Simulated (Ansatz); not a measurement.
# AlN: a line through an energy map

One line of a two-coordinate grid on AlN (P6_3/mmc, No. 194; 4 atoms in the cell): lattice constant c is varied, at lattice constant a (and b) = 3.282 Å.

Program: Ansatz 0.2.0. Level of theory: DFT PBEsol, scalar-relativistic, plane waves, PAW. These are calculated values, not measurements.

72 further runs of the same task are left out: 72 set aside as unsound or not needed.

## 1. The system as given

Symmetry: P6_3/mmc, No. 194, hexagonal system. The conventional cell has a = 3.301 Å, b = 3.301 Å, c = 4.140 Å, α = 90.00°, β = 90.00°, γ = 120.00°. Around Al (site symmetry -6m2) lie 5 N at 1.91 to 2.07 Å. N (site symmetry -6m2) is surrounded by 5 Al at 1.91 to 2.07 Å.

Structure file:

```xyz
4
Lattice="3.3014 0.0000 0.0000 -1.6507 2.8591 0.0000 0.0000 0.0000 4.1400" Properties=species:S:1:pos:R:3 pbc="T T T"
Al    0.0000    1.9061    3.1050
Al    1.6507    0.9530    1.0350
N     0.0000    1.9061    1.0350
N     1.6507    0.9530    3.1050
```

It goes back to an entry of the Materials Project, which need not be the stable form.

It is the result of an earlier relaxation at this level (volume 9.77 Å³/atom; gap on the mesh: 3.33 eV).

## 2. The scan

The energy is mapped over the lattice constants a and c of the conventional cell.

- lattice constant a (and b): 11 values from 3.202 to 3.401 Å
- lattice constant c: 11 values from 3.933 to 4.347 Å

Nothing else is relaxed (symmetry fixes all fractional coordinates). Energies count from the relaxed crystal. Points are written as (first, second).

## 3. Grid point (3.282 Å, 3.933 Å)

Input file input.yaml:

```yaml
crystal:
  lattice:
    - [3.2816, 0.0, 0.0]
    - [-1.6408, 2.841948965, 0.0]
    - [0.0, 0.0, 3.933]
  atoms:
    - { symbol: Al, position: [0.3333333333, 0.6666666667, 0.75] }
    - { symbol: Al, position: [0.6666666667, 0.3333333333, 0.25] }
    - { symbol: "N", position: [0.3333333333, 0.6666666667, 0.25] }
    - { symbol: "N", position: [0.6666666667, 0.3333333333, 0.75] }
basis:
  ecutwfc: 520.0
kpoints:
  mp_grid: { grid: [9, 9, 6] }
hamiltonian:
  xc: pbesol
  pseudopotentials: { kind: paw, azcp: { folder: soft_1 } }
scf:
  occupations: { method: gaussian, width: 0.05 }
output:
  forces: true
  stress: true
  eigenvalues: true
```

Command:

```
ansatz run input.yaml --threads 1 --pin off --max-ram 2048MiB --backend cpu --events-out ev --progress --plain --runs-dir out
```

The session goes on with these runs: the other points of the line.

What does the calculation give? Wanted: for each run, lattice constant c; energy; slope; pressure.

**Answer**, as computed:

| lattice constant c (Å) | step | energy (meV/atom) | slope (meV/atom per Å) | pressure (GPa) | band gap on the k-mesh (eV) |
| --- | --- | --- | --- | --- | --- |
| 3.933 | 3 | 35.2 | −334 | 15.1 | 3.87 |
| 3.974 | 4 | 23.0 | −257 | 12.2 | 3.78 |
| 4.016 | 5 | 13.8 | −188 | 9.6 | 3.69 |
| 4.057 | 6 | 7.3 | −127 | 7.1 | 3.59 |
| 4.099 | 7 | 3.2 | −72 | 4.9 | 3.50 |
| 4.140 | 8 | 1.2 | −24 | 2.8 | 3.40 |
| 4.181 | – | 1.1 | 19 | 0.9 | 3.30 |
| 4.223 | 9 | 2.7 | 57 | −0.8 | 3.21 |
| 4.264 | 10 | 5.8 | 90 | −2.4 | 3.11 |
| 4.306 | 11 | 10.2 | 120 | −3.9 | 3.01 |
| 4.347 | 12 | 15.7 | 146 | −5.2 | 2.92 |

Energies count from the relaxed crystal. Rows without a step come from runs not printed here or follow by symmetry. Slopes come from the forces (and the stress, where the cell changes), not from differences of energies.

The lowest point of the line is at 4.181 Å, 1.1 meV/atom from the zero. A fit to energies and slopes at the lowest point and its two neighbours puts the minimum at 4.1626 Å, with a curvature of about 1000 meV/atom per Å². The highest point computed, at 3.933 Å, lies 34.1 meV/atom above the lowest. This is one cut through a surface in two coordinates; the map's lowest point lies off it.

These are semilocal Kohn-Sham gaps, which aren't the measured quantity. Such gaps usually fall short of the measured ones.
